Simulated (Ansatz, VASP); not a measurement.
## Mo in VASP and in Ansatz

```xyz
1
Lattice="2.6176 0.0000 0.0000 0.0000 2.6176 0.0000 0.0000 0.0000 2.6176" Properties=species:S:1:pos:R:3 pbc="T T T"
Mo    0.0000    0.0000    0.0000
```

Alike in both runs: functional RPBE; k mesh 12 × 12 × 12; occupations fermi-dirac, width 0.1 eV; no spin polarisation.

Ansatz relaxed the structure, and its values are those at the end. VASP's run is a single point on that final structure, the one shown.

|  | VASP | Ansatz |
| --- | --- | --- |
| version | VASP 6.6.1 | Ansatz 0.2.0 |
| potentials or method | VASP PAW PBE potentials, release 64 (Mo_sv) | plane waves (420 eV) with PAW, scalar-relativistic |
| plane-wave cutoff (eV) | 520 | 420 |
| valence electrons in the cell | 14 | 14 |

```csv
,VASP,Ansatz,Ansatz less VASP
pressure (GPa),0.4,0.0,-0.41
```

The functional is the same, so the differences come from potentials, cutoffs and numerics.

Caveats: the PAW data sets were made with another functional, which shifts forces and pressure a little (VASP).
